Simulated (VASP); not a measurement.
# Ca, equation of state: which settings are enough?

Ca, Im-3m (no. 229), 1 atom in the cell. PBEsol; PAW potentials Ca_sv_GW (PBE set). VASP 6.6.1.

Wanted: equilibrium volume within 0.5 %; bulk modulus within 2.5 %.

What the run is for: choice of potentials; Accuracy asked: standard; Volumes (times the given one): 0.91, 0.94, 0.97, 1, 1.03, 1.06, 1.09.

## Potentials and cutoff

| Potentials and cutoff | Equilibrium volume (Å³/atom) | Bulk modulus (GPa) | Time (s) |
|---|---|---|---|
| Ca_sv_GW, ENCUT 450 | 40.38 | 16.17 | 123 |
| Ca_sv, ENCUT 450 | 40.52 | 15.77 | 102 |
| Ca_pv, ENCUT 450 | 40.49 | 16.38 | 101 |

Chosen: Ca_sv_GW, ENCUT 450; no other choice that stays within the tolerance saves 30 % of the time.

The chosen settings are those of the reference run.

## The input

INCAR:
```
SYSTEM = Ca
ALGO = Normal
EDIFF = 1E-7
ENCUT = 450
GGA = PS
GGA_COMPAT = .False.
ISIF = 2
ISMEAR = 1
LASPH = .True.
LCHARG = .False.
LREAL = .False.
LWAVE = .False.
NELM = 120
NSW = 0
PREC = Accurate
SIGMA = 0.1
```

KPOINTS:
```
k-points
0
Gamma
  10 10 10
```

POSCAR.step1:
```
Ca
1.0
   -2.1706767227      2.1706767227      2.1706767227
    2.1706767227     -2.1706767227      2.1706767227
    2.1706767227      2.1706767227     -2.1706767227
Ca
1
Direct
    0.0000000000      0.0000000000      0.0000000000
```

POSCAR.step2:
```
Ca
1.0
   -2.1942728835      2.1942728835      2.1942728835
    2.1942728835     -2.1942728835      2.1942728835
    2.1942728835      2.1942728835     -2.1942728835
Ca
1
Direct
    0.0000000000      0.0000000000      0.0000000000
```

POSCAR.step3:
```
Ca
1.0
   -2.2173721903      2.2173721903      2.2173721903
    2.2173721903     -2.2173721903      2.2173721903
    2.2173721903      2.2173721903     -2.2173721903
Ca
1
Direct
    0.0000000000      0.0000000000      0.0000000000
```

POSCAR.step4:
```
Ca
1.0
   -2.2400000000      2.2400000000      2.2400000000
    2.2400000000     -2.2400000000      2.2400000000
    2.2400000000      2.2400000000     -2.2400000000
Ca
1
Direct
    0.0000000000      0.0000000000      0.0000000000
```

POSCAR.step5:
```
Ca
1.0
   -2.2621796603      2.2621796603      2.2621796603
    2.2621796603     -2.2621796603      2.2621796603
    2.2621796603      2.2621796603     -2.2621796603
Ca
1
Direct
    0.0000000000      0.0000000000      0.0000000000
```

POSCAR.step6:
```
Ca
1.0
   -2.2839327222      2.2839327222      2.2839327222
    2.2839327222     -2.2839327222      2.2839327222
    2.2839327222      2.2839327222     -2.2839327222
Ca
1
Direct
    0.0000000000      0.0000000000      0.0000000000
```

POSCAR.step7:
```
Ca
1.0
   -2.3052791251      2.3052791251      2.3052791251
    2.3052791251     -2.3052791251      2.3052791251
    2.3052791251      2.3052791251     -2.3052791251
Ca
1
Direct
    0.0000000000      0.0000000000      0.0000000000
```

Commands (each step's output is kept before the next begins):
```
cat potpaw_PBE.64/Ca_sv_GW/POTCAR > POTCAR
cp POSCAR.step1 POSCAR
mpirun -np 1 vasp_std > vasp.out
cp POSCAR.step2 POSCAR
mpirun -np 1 vasp_std > vasp.out
cp POSCAR.step3 POSCAR
mpirun -np 1 vasp_std > vasp.out
cp POSCAR.step4 POSCAR
mpirun -np 1 vasp_std > vasp.out
cp POSCAR.step5 POSCAR
mpirun -np 1 vasp_std > vasp.out
cp POSCAR.step6 POSCAR
mpirun -np 1 vasp_std > vasp.out
cp POSCAR.step7 POSCAR
mpirun -np 1 vasp_std > vasp.out
```

Limits: Total energies under different potentials can't be compared; the cell and the gap can; the minimum lies outside the volumes run, so volume and modulus are extrapolated and a better centred series is needed.

The chosen input took VASP 6.6.1 123 s on 1 core (Intel Xeon Platinum 8259CL @ 2.50GHz (Skylake/Cascade Lake)), a shared host.
